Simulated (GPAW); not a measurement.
# MnO2 (P6_3/mmc) in GPAW: single point with LDA

Aim: the single point of MnO2 with LDA.

All numbers are computed with GPAW 26.7.0; they aren't measurements. Logs are shortened: lines on timing, memory, paths and dates and some standing lists are left out, and cuts for length are marked. The log counts tension as positive stress, the text compression.

**1. The crystal as given**

Symmetry: P6_3/mmc, No. 194, hexagonal system. The conventional cell has a = 2.855 Å, b = 2.855 Å, c = 10.222 Å, α = 90.00°, β = 90.00°, γ = 120.00°. Around Mn (site symmetry -3m) lie 6 O at 1.90 Å. O (site symmetry 3m) has 3 Mn at 1.90 Å as nearest neighbours.

Measurements of this composition are mostly on another form, of space group No. 136.

**2. Single point, LDA, collinear spin, ferromagnetic start**

Input file run.py:

```python
from ase import Atoms
from ase.dft.bandgap import bandgap
from ase.io import write
from ase.units import GPa
from gpaw import GPAW, PW

atoms = Atoms(['Mn', 'Mn', 'O', 'O', 'O', 'O'],
              cell=[[2.8549554371, 0.0, 0.0],
                    [-1.4274777185, 2.4724639352, 0.0],
                    [0.0, 0.0, 10.2217427273]],
              scaled_positions=[[0.0, 0.0, 0.5],
                                [0.0, 0.0, 0.0],
                                [0.6666666667, 0.3333333333, 0.40685645],
                                [0.6666666667, 0.3333333333, 0.09314355],
                                [0.3333333333, 0.6666666667, 0.59314355],
                                [0.3333333333, 0.6666666667, 0.90685645]],
              pbc=True)
atoms.set_initial_magnetic_moments([5.0, 5.0, 0.0, 0.0, 0.0, 0.0])

calc = GPAW(mode=PW(600),
            xc='LDA',
            kpts={'size': (9, 9, 2), 'gamma': True},
            occupations={'name': 'fermi-dirac', 'width': 0.05},
            nbands=47,
            maxiter=120,
            txt='gpaw.txt')
atoms.calc = calc
energy = atoms.get_potential_energy()
forces = atoms.get_forces()
stress = atoms.get_stress()
calc.write('gs.gpw')
write('result.traj', atoms)
print(f'Energy: {energy:.6f} eV')
print('Forces (eV/A):')
print(forces.round(4))
print('Stress (GPa):', (stress / GPa).round(3))
print('Moments:', calc.get_magnetic_moments().round(3))
print('Fermi level:', round(calc.get_fermi_level(), 4), 'eV')
print(f'Gap: {bandgap(calc)[0]:.4f} eV, direct: {bandgap(calc, direct=True)[0]:.4f} eV')
```

Potentials or basis: the program's PAW data sets (release 1.2.1) made for this functional, pw.

Command:

```
OMP_NUM_THREADS=1 python run.py
```

gpaw.txt:

```text
__  _  _
 | _ |_)|_||  |
 |__||  | ||/\| - 26.7.0

Input parameters:
  mode=PW(ecut=600.0),
  kpts=MonkhorstPack(size=(9, 9, 2), gamma=True),
  maxiter=120,
  nbands=47,
  occupations=Occupations(name='fermi-dirac', width=0.05),
  xc=XC(name='LDA')

Diagonalizing LCAO Hamiltonian
Converting LCAO to pw mode

        O

        O

       Mn
           O

           O

       Mn

Atoms  # Å, Bohr magnetons
|   | symbol |         x |        y |        z |    initial magnetic moments |
|---|--------|-----------|----------|----------|-----------------------------|
| 0 |     Mn |  0.000000 | 0.000000 | 5.110871 | ( 0.0000,  0.0000,  5.0000) |
| 1 |     Mn |  0.000000 | 0.000000 | 0.000000 | ( 0.0000,  0.0000,  5.0000) |
| 2 |      O |  1.427478 | 0.824155 | 4.158782 | ( 0.0000,  0.0000,  0.0000) |
| 3 |      O |  1.427478 | 0.824155 | 0.952089 | ( 0.0000,  0.0000,  0.0000) |
| 4 |      O | -0.000000 | 1.648309 | 6.062961 | ( 0.0000,  0.0000,  0.0000) |
| 5 |      O | -0.000000 | 1.648309 | 9.269653 | ( 0.0000,  0.0000,  0.0000) |

Unit cell  # Å
| periodic |         x |        y |         z |   lengths |     angles |
|----------|-----------|----------|-----------|-----------|------------|
|      yes |  2.854955 | 0.000000 |  0.000000 |  2.854955 |  90.000000 |
|      yes | -1.427478 | 2.472464 |  0.000000 |  2.854955 |  90.000000 |
|      yes |  0.000000 | 0.000000 | 10.221743 | 10.221743 | 120.000000 |

Number of symmetries: 12
Symmetry operations  # r_c * U_cc + t_c -> r_c
|    | kind |            matrix            |
|----|------|------------------------------|
|  0 |  σ   |  1, 1, 0,  0,-1, 0,  0, 0, 1 |
|  1 |  S6  |  1, 1, 0, -1, 0, 0,  0, 0,-1 |
|  2 |  E   |  1, 0, 0,  0, 1, 0,  0, 0, 1 |
|  3 |  C2  |  1, 0, 0, -1,-1, 0,  0, 0,-1 |
|  4 |  C2  |  0, 1, 0,  1, 0, 0,  0, 0,-1 |
|  5 |  C3  |  0, 1, 0, -1,-1, 0,  0, 0, 1 |
|  6 |  S6  |  0,-1, 0,  1, 1, 0,  0, 0,-1 |
|  7 |  σ   |  0,-1, 0, -1, 0, 0,  0, 0, 1 |
|  8 |  σ   | -1, 0, 0,  1, 1, 0,  0, 0, 1 |
|  9 |  i   | -1, 0, 0,  0,-1, 0,  0, 0,-1 |
| 10 |  C3  | -1,-1, 0,  1, 0, 0,  0, 0, 1 |
| 11 |  C2  | -1,-1, 0,  0, 1, 0,  0, 0,-1 |

BZ-sampling:
  Number of BZ points: 162
  Number of IBZ points: 24

  Monkhorst-Pack size: [9, 9, 2]
  Monkhorst-Pack shift: [0.0, 0.0, 0.25]

K-points  # in reciprocal-cell coordinates
|     |                                coordinates |     weight |
|-----|--------------------------------------------|------------|
|   0 | (  0.00000000,   0.00000000,   0.00000000) | 0.00617284 |
|   1 | (  0.00000000,   0.00000000,   0.50000000) | 0.00617284 |
|   2 | (  0.11111111,   0.00000000,   0.00000000) | 0.03703704 |
|   3 | (  0.11111111,   0.00000000,   0.50000000) | 0.03703704 |
|   4 | (  0.22222222,  -0.11111111,   0.00000000) | 0.03703704 |
|   5 | (  0.22222222,  -0.11111111,   0.50000000) | 0.03703704 |
|   6 | (  0.22222222,   0.00000000,   0.00000000) | 0.03703704 |
|   7 | (  0.22222222,   0.00000000,   0.50000000) | 0.03703704 |
|   8 | (  0.33333333,  -0.11111111,   0.00000000) | 0.07407407 |
|   9 | (  0.33333333,  -0.11111111,   0.50000000) | 0.07407407 |
| ... |                                            |            |
[... 74 lines left out ...]

Reference energy: -71022.576221  # eV

eigensolver:
  PPCG
  Converge bands: occupied
  niter=2

density mixing:
  MSR1-Mixer
  Pratt-step length: 0.05
  Maximum mixing coefficient: 0.75
  Old densities: 10
  SVD Regularization: 0.005
  Good broyden scale: 1.0
  Trust region scale: 1.0
  Backstep threshold: 4.0
  History deletion threshold: 6.0
  Fourier metric: weight=20.0, sigma=0.015

occupation numbers:
  Fermi-Dirac:
    width: 0.0500  # eV

poisson solver:
  ecut: 4800.0  # eV

xc functional:
  name: None

convergence criteria:
- Maximum [total energy] change in last 3 cyles: 0.0005 eV / valence electron
- Maximum integral of absolute [dens]ity change: 0.0001 electrons / valence electron
- Maximum integral of absolute [eigenst]ate change: 4e-08 eV^2 / valence electron
maximum number of iterations: 120

SCF iterations
|iter     | |      energy | eigst |  dens |  magmom |
|---------|-|-------------|-------|-------|---------|
|iter:   1| |  -58.023584 | +0.39 |       | +10.0045|
|iter:   2| |  -56.009633 | -1.41 | -0.72 |  +9.8043|
|iter:   3| |  -53.952137 | -1.26 | -0.78 |  +8.3097|
|iter:   4| |  -54.265024 | -2.38 | -1.16 |  +7.3991|
|iter:   5| |  -54.403517 | -2.59 | -1.30 |  +6.2395|
|iter:   6| |  -54.424031 | -3.26 | -1.73 |  +5.8852|
|iter:   7| |  -54.425215c| -3.61 | -2.07 |  +5.9056|
|iter:   8| |  -54.422042c| -4.10 | -2.15 |  +5.9851|
|iter:   9| |  -54.422185c| -5.38 | -2.89 |  +5.9962|
|iter:  10| |  -54.422194c| -6.50 | -3.48 |  +6.0002|
|iter:  11| |  -54.422194c| -7.81c| -4.08c|  +5.9997|

Converged in 11 steps
Energy contributions relative to reference atoms: (reference = -71022.576221)

Energy contributions:
  Kinetic:          33.808194
  Coulomb:         -38.920074
  Zero:              0.598476
  External:          0.000000
  Xc:              -49.908646
  Entropy:          -0.000286
  Spinorbit:         0.000000
  ----------------------------
  Free energy:     -54.422337
  Extrapolated:    -54.422194

dipole moment: (-6.663058, -11.540755, -23.856055)  # |e|*Ang

Total magnetic moment: (0.000000, 0.000000, 5.999673)

Local magnetic moments
|        x |        y |        z |
|----------|----------|----------|
| 0.000000 | 0.000000 | 2.779812 |  # Mn   0
| 0.000000 | 0.000000 | 2.779832 |  # Mn   1
| 0.000000 | 0.000000 | 0.043519 |  # O    2
| 0.000000 | 0.000000 | 0.043510 |  # O    3
| 0.000000 | 0.000000 | 0.043519 |  # O    4
| 0.000000 | 0.000000 | 0.043510 |  # O    5

Fermi level: 2.942
Eigenvalues  # (at kpt = [0.000, 0.000, 0.000])
| band index |      eig [eV] | occ [0-1] |      eig [eV] | occ [0-1] |
|------------|---------------|-----------|---------------|-----------|
|          0 |       -78.167 |     1.000 |       -75.107 |     1.000 |
|        ... |               |           |               |           |
|         19 |         0.366 |     1.000 |         1.157 |     1.000 |
|         20 |         0.368 |     1.000 |         1.157 |     1.000 |
|         21 |         0.372 |     1.000 |         1.185 |     1.000 |
|         22 |         0.374 |     1.000 |         1.185 |     1.000 |
|         23 |         0.999 |     1.000 |         1.187 |     1.000 |
|         24 |         1.020 |     1.000 |         3.177 |     0.009 |
[... 8 lines left out ...]
|         33 |         5.507 |     0.000 |         6.951 |     0.000 |
|         34 |         9.085 |     0.000 |         9.340 |     0.000 |
|        ... |               |           |               |           |
|         46 |        24.853 |     0.000 |        25.589 |     0.000 |

Gap: 0.481 eV
Transition (v -> c):
  (s=0, k=2, n=29, [0.11, 0.00, 0.00]) -> (s=1, k=0, n=24, [0.00, 0.00, 0.00])
Direct/indirect transitions are different
Direct gap: 0.510 eV
Transition at: (s=0->1, k=0, n=29, [0.00, 0.00, 0.00])

Forces  # eV/Ang
|        x |        y |        z |
|----------|----------|----------|
|  0.00000 |  0.00000 |  0.00000 |  # Mn   0
| -0.00000 |  0.00000 |  0.00000 |  # Mn   1
| -0.00000 |  0.00000 |  0.53640 |  # O    2
| -0.00000 |  0.00000 | -0.53672 |  # O    3
|  0.00000 | -0.00000 | -0.53640 |  # O    4
|  0.00000 | -0.00000 |  0.53672 |  # O    5

Stress tensor  # eV/Ang^3
|         x |         y |        z |
|-----------|-----------|----------|
|  0.082583 | -0.000000 | 0.000000 |
| -0.000000 |  0.082583 | 0.000000 |
|  0.000000 |  0.000000 | 0.066078 |

# Writing to gs.gpw (mode='')
```

It took 1.9 min on 1 thread of Arm Neoverse V2, shared host; peak memory 0.28 GiB.

What came out:

* Free energy: -54.4223 eV
* Pressure: -12.3 GPa
* Largest force: 0.537 eV/Å
* Band gap on the k mesh: 0.48 eV, indirect (least direct gap 0.51 eV)
* Net moment: 6.00 μB per cell
* Site moments: Mn +2.78; O +0.04 μB

Forces on the atoms (eV/Å):
```
Mn   0.000  0.000  0.000
Mn   0.000  0.000  0.000
O    0.000  0.000  0.536
O    0.000  0.000 -0.537
O    0.000  0.000 -0.536
O    0.000  0.000  0.537
```

Caveat: the cutoff is short for stress and forces, so pressures can be off by a GPa or more; an odd mesh through Γ misses points on the zone boundary, where band edges often lie; only a ferromagnetic start was run, and an antiferromagnetic order may lie lower in energy.
